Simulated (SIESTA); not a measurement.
A run of SIESTA 5.4.2:

Contents of run.py:

```python
from ase import Atoms
from ase.calculators.siesta import Siesta
from ase.units import Ry, GPa
from ase.calculators.mixing import SumCalculator
from dftd3.ase import DFTD3
from ase.eos import EquationOfState

atoms = Atoms(
    ['Zr', 'B', 'B'],
    cell=[
        [3.17, 0.0, 0.0],
        [-1.585, 2.74530053, 0.0],
        [0.0, 0.0, 3.533],
    ],
    scaled_positions=[
        [0.0, 0.0, 0.0],
        [0.6666666667, 0.3333333333, 0.5],
        [0.3333333333, 0.6666666667, 0.5],
    ],
    pbc=True,
)

fdf = {
    'SCFMustConverge': False,
    'OccupationFunction': 'FD',
    'ElectronicTemperature': '0.05 eV',
    'MaxSCFIterations': '120',
    'SCF.Mixer.Method': 'Pulay',
    'SCF.Mixer.Weight': '0.25',
    'SCF.Mixer.History': '8',
    'SCF.DM.Tolerance': '5.0e-05',
    'SCF.H.Tolerance': '1.0e-03 eV',
    'WriteForces': 'true',
    'Charge.Mulliken': 'end',
    'PAO.Basis': ['Zr.1 5', 'n=4 0 2', '  3.497 0.000', 'n=5 0 2', '  9.041 0.000', 'n=4 1 2', '  4.057 0.000', 'n=5 1 1', '  9.041', 'n=4 2 2', '  7.356 0.000'],
}
calc = Siesta(
    label="ZrB2",
    command="siesta < PREFIX.fdf > PREFIX.out",
    pseudo_path="pseudos",
    pseudo_qualifier="",
    xc=('GGA', 'PBE'),
    basis_set="DZP",
    mesh_cutoff=800 * Ry,
    energy_shift=0.003 * Ry,
    kpts=[10, 10, 8],
    spin="non-polarized",
    fdf_arguments=fdf,
)
disp = DFTD3(method="PBE", damping="d3bj")
atoms.calc = SumCalculator([calc, disp])

cell0 = atoms.cell.copy()
volumes, energies = [], []
for x in [0.94, 0.96, 0.98, 1.0, 1.02, 1.04, 1.06]:
    atoms.set_cell(cell0 * x ** (1 / 3), scale_atoms=True)
    volumes.append(atoms.get_volume() / len(atoms))
    energies.append((calc.get_potential_energy(atoms, force_consistent=True) + disp.get_potential_energy(atoms)) / len(atoms))
    print(f"V = {volumes[-1]:.5f} A^3/atom   F = {energies[-1]:.6f} eV/atom", flush=True)
v0, e0, b0 = EquationOfState(volumes, energies, eos="birchmurnaghan").fit()
print(f"v0 = {v0:.4f} A^3/atom, e0 = {e0:.5f} eV/atom, B0 = {b0 / GPa:.1f} GPa")
```

Potentials or basis: PseudoDojo 0.4 standard (PBE files), DZP (energy shift 0.003 Ry; two zetas on semicore shells).

Command:

```sh
$ python run.py
```

Hardware: 1 thread of Intel(R) Xeon(R) 6975P-C (Granite Rapids), with other jobs on the host.

Question: How long does it take, and how much memory?

Answer: It took 10 min on 1 thread of Intel(R) Xeon(R) 6975P-C (Granite Rapids) (shared host), peak memory 0.44 GiB. Counts: scf iterations 6.
